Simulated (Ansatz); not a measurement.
This script for a calculation of the elastic constants of CdTe, space group Cmcm with the Ansatz DFT code, driven from Python holds a mistake.

`elastic_cdte.py`:
```python
# -*- coding: utf-8 -*-
"""Elastic constants of CdTe."""

import argparse

import ansatz
import numpy as np

parser = argparse.ArgumentParser(description="Elastic constants of CdTe.")
parser.add_argument("--xc", required=True, help="exchange-correlation functional")
parser.add_argument("--dispersion", default="d3bjatm", help="dispersion correction")
parser.add_argument("--cutoff-ev", type=float, required=True, help="plane-wave cutoff (eV)")
parser.add_argument("--filling", required=True, help="how the bands are filled")
parser.add_argument("--max-scf", type=int, required=True, help="most SCF iterations")
parser.add_argument("--kmesh", type=int, nargs=3, default=[5, 5, 4], help="k-point sampling")
args = parser.parse_args()


def main():
    cell = (
        ansatz.Lattice.of((3.065291, -3.094609, 0.0), (3.065291, 3.094609, 0.0), (0.0, 0.0, 6.090652))
        .atom("Cd", (0.27703, 0.72297, 0.75))
        .atom("Cd", (0.72297, 0.27703, 0.25))
        .atom("Te", (0.766137, 0.233863, 0.75))
        .atom("Te", (0.233863, 0.766137, 0.25))
    )

    calc = (
        cell.calculation()
        .functional(args.xc, dispersion=args.dispersion)
        .basis(args.cutoff_ev)
        .accuracy("medium")
        .occupations(args.filling)
        .scf(max_iterations=args.max_scf, lower_state_search="off")
        .kpoints(*args.kmesh)
    )
    res = calc.elastic("clamped_ion", amplitude=0.003).run(threads=1)
    elastic = res.elastic

    C = np.asarray(elastic.c_gpa)
    for i in range(6):
        for j in range(i, 6):
            if abs(C[i, j]) > 0.05:
                print(f"C{i + 1}{j + 1} = {C[i, j]:.1f} GPa")
    print("smallest eigenvalue of C:", round(elastic.stability.min_eigenvalue_gpa, 1), "GPa; tensor positive definite:", elastic.stability.min_eigenvalue_gpa > 0)
    # averaged moduli need a positive definite tensor
    if elastic.stability.min_eigenvalue_gpa > 0:
        m = elastic.moduli
        print(f"K = {m.k_hill_gpa:.1f}, G = {m.g_hill_gpa:.1f}, E = {m.youngs_gpa:.1f} GPa, Poisson ratio {m.poisson:.3f}, K/G = {m.k_hill_gpa / m.g_hill_gpa:.2f}")


if __name__ == "__main__":
    main()
```

```console
$ python elastic_cdte.py --xc rpbe --cutoff-ev 420.0 --filling Fixed --max-scf 60
RunWarning: iter 1: σ=0 fill of 36 bands saw a band overlap (occupied 9.9504 eV > unoccupied 9.2454 eV) — on an unconverged iterate often a transient of an unconverged empty band; one that stands at the close is told there (band_overlap_at_count); if the run fails to converge, the spectrum is likely genuinely metallic at σ=0 — use a smearing of finite width or the tetrahedron method (which not every kind of run takes: see the entry of scf.occupations.method in the input reference), with at least one empty band (raise scf.n_extra_bands, or leave it out; where the count is already the smallest k-point's plane-wave count, raise basis.ecutwfc first)
RunWarning: the bands overlap at the fill by count (36 filled at each k-point of a channel): the highest filled level, 9.985288 eV at k-index 6, stands 0.7451 eV over the lowest empty one, 9.240150 eV at k-index 24, so that a fill of the lowest levels lies lower and no gap is reported. A metal, or a carrier in a host's bands, wants a smearing of finite width or the tetrahedron method (`scf.occupations.method`). A defect's level that its images broaden is meant whole, and this fill is then the right one; a shifted mesh or single k-points narrow the overlap
Traceback (most recent call last):
  File "elastic_cdte.py", line 53, in <module>
    main()
    ~~~~^^
  File "elastic_cdte.py", line 37, in main
    res = calc.elastic("clamped_ion", amplitude=0.003).run(threads=1)
  ...
ansatz.NonConvergedError: elastic constants: the member of strain η2, δ = -6.0e-3 was refused. The lowest bands are filled with no smearing (scf.occupations.method: fixed, or a scf.occupations.width too small to smear), and the least direct gap between the highest filled and the lowest empty band is narrow for the strain: 5.754e-2 eV in the unstrained reference solve (k-index 0) and 2.078e-2 eV here (k-index 0), together less than 15 eV times the strain. Bands that move against each other that fast can have crossed between the two solves and moved apart again, which the two gaps do not show; the elastic constants would then depend on elastic.amplitude. Either make elastic.amplitude more than 2 times smaller, tighten scf.convergence.dr2_threshold (unset: the batch's own, tighter default), and check that a still smaller elastic.amplitude gives the same result; or set scf.occupations.method: fermi_dirac with scf.occupations.width left out (that changes the method: the result is a smeared one, and can differ much where the gap is narrow; this check is not made under a smearing, and the result can still depend on the amplitude or on the k-point mesh: how to check it, for each kind of [...]
The last result that the run could keep is in <dir> where next_state_free_energy_ev on a file's second line is a number, the run has left its state, where lower_state_in_no_save there is true it has gone on to a lower one that no save has, where lower_state_not_kept there is true it has shown a lower one that it does not keep, where withdrawn there is true it has taken that telling back, where relaxation_convergence_pending there is true the relaxation had not been seen to end on it, where checkpoint_pending there is true a resume need not go on from it, and where ended_on there is non_converged, with further_exchange_loops ahead (goes_on_to, as later_telling there has it, where it stands), the run gives no result, that one neither; one whose goes_on_to is unconverged_end is of a structure not shown to be relaxed.
$ echo $?
1
```
(Warnings from the package without file and line, shortened, repeats left out; library frames cut from the traceback.)

Find the fault and give the corrected script.

The fault: fixed occupations, though the bands overlap at this level of theory. Mended:

```diff
--- before
+++ after
@@ -13,4 +13,5 @@
 parser.add_argument("--filling", required=True, help="how the bands are filled")
-parser.add_argument("--max-scf", type=int, required=True, help="most SCF iterations")
-parser.add_argument("--kmesh", type=int, nargs=3, default=[5, 5, 4], help="k-point sampling")
+parser.add_argument("--smearing-width", type=float, required=True, help="smearing width (eV)")
+parser.add_argument("--max-scf", type=int, default=60, help="most SCF iterations")
+parser.add_argument("--kmesh", type=int, nargs=3, required=True, help="k-point sampling")
 args = parser.parse_args()
@@ -32,3 +33,3 @@
         .accuracy("medium")
-        .occupations(args.filling)
+        .occupations(args.filling, width=args.smearing_width)
         .scf(max_iterations=args.max_scf, lower_state_search="off")
```

The mended script runs so:

```console
$ python elastic_cdte.py --xc rpbe --cutoff-ev 420.0 --filling fermi_dirac --smearing-width 0.1 --kmesh 5 5 4
C11 = 55.0 GPa
C12 = 1.5 GPa
C13 = 3.6 GPa
C22 = 47.6 GPa
C23 = 4.8 GPa
C33 = 55.8 GPa
C44 = 18.5 GPa
C55 = 18.9 GPa
C66 = 16.0 GPa
smallest eigenvalue of C: 16.0 GPa; tensor positive definite: True
K = 19.7, G = 20.3, E = 45.3 GPa, Poisson ratio 0.117, K/G = 0.97
```

The settings weren't tested for convergence. Dispersion corrections can be off by several per cent in the lattices of metals, and by several GPa in the pressure at a fixed cell. For a metal this k-point mesh is coarse: on a finer one energies can move by several to tens of meV an atom and pressures by half a GPa or more, differences at one mesh by less. A positive definite tensor excludes instabilities under uniform strain alone; phonons elsewhere in the zone can still be imaginary. These are clamped-ion constants: where atoms have free coordinates under strain, the relaxed-ion ones can be far smaller or negative, so this tensor doesn't settle whether the crystal is stable. At these settings the cell as given stands under about -13 GPa, so it isn't at this functional's equilibrium volume. This cell is a computed structure, which may not be the phase found in nature. The constants belong to the cell that was strained; where it wasn't relaxed first it may be under stress. Finished in 4 min on 1 thread of Arm Neoverse V1 (shared host), peak memory 0.57 GiB.

(A comment or docstring line of the script was reworded after the run, the code is as it ran.)
